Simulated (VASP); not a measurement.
## From an Ansatz input to VASP: H4C (strained database structure)

Ansatz input

```yaml
crystal:
  lattice:
    - [-2.2526877391, 2.2526877391, 2.3788382525]
    - [2.2526877391, -2.2526877391, 2.3788382525]
    - [2.2526877391, 2.2526877391, -2.3788382525]
  atoms:
    - { symbol: H, position: [-0.0074983397, -0.0074983397, 0.7208038727] }
    - { symbol: H, position: [0.7283022124, 0.0074983397, 0.0] }
    - { symbol: H, position: [0.0074983397, 0.7283022124, 0.0] }
    - { symbol: H, position: [0.2716977876, 0.2716977876, 0.2791961273] }
    - { symbol: C, position: [0.0, 0.0, 0.0] }
kpoints:
  mp_grid: { grid: [8, 8, 8] }
  band_path:
    path:
      - [0.0, 0.0, 0.0]
      - [0.5, -0.5, 0.5]
      - [0.0, 0.0, 0.5]
      - [0.25, 0.25, 0.25]
    npoints: 1
hamiltonian:
  xc: r2scan
scf:
  occupations: { method: fixed }
  n_extra_bands: 5
output:
  forces: true
  stress: true
  eigenvalues: true
```

Problem. Write VASP inputs for this cell and level of theory.

Solution. 

INCAR

```
PREC = Accurate
LASPH = .TRUE.
LCHARG = .FALSE.
NBANDS = 12
LWAVE = .FALSE.
NSW = 0
ALGO = Normal
NELM = 120
SIGMA = 0.01
LREAL = .FALSE.
ENCUT = 520
EDIFF = 1E-7
ISIF = 2
IBRION = -1
METAGGA = R2SCAN
ISMEAR = 0
```

KPOINTS

```
KPOINTS created by Atomic Simulation Environment
0
Gamma
8 8 8
0 0 0
```

KPOINTS_OPT

```
special points
4
Reciprocal
0.0000000000 0.0000000000 0.0000000000 1
0.5000000000 -0.5000000000 0.5000000000 1
0.0000000000 0.0000000000 0.5000000000 1
0.2500000000 0.2500000000 0.2500000000 1
```

POSCAR

```
H  C
 1.0000000000000000
    -2.2526877391000002    2.2526877391000002    2.3788382525000000
     2.2526877391000002   -2.2526877391000002    2.3788382525000000
     2.2526877391000002    2.2526877391000002   -2.3788382525000000
 H   C
   4   1
Cartesian
  1.6237460463661471  1.6237460463661471 -1.7503504994044221
 -1.6237460463661471  1.6237460463661471  1.7503504994044219
  1.6237460463661471 -1.6237460463661471  1.7503504994044221
  0.6289416927338536  0.6289416927338536  0.6284877530955778
  0.0000000000000000  0.0000000000000000 -0.0000000000000000
```

VASP ran with the recommended PBE PAW datasets (8 valence electrons in the cell). Other inputs would serve too.

|  | Ansatz | VASP |
| --- | --- | --- |
| gap between bands v and c | 8.44 eV | 8.46 eV |
| least direct gap | 8.44 eV | 8.46 eV |
| pressure | 0.0 GPa | 0.0 GPa |
| largest force | 0.04 eV/Å | 0.02 eV/Å |

Datasets and cutoffs are each program's own. VASP's cell holds 8 valence electrons and Ansatz's 8. Ansatz's stress includes a Pulay correction; VASP's doesn't.
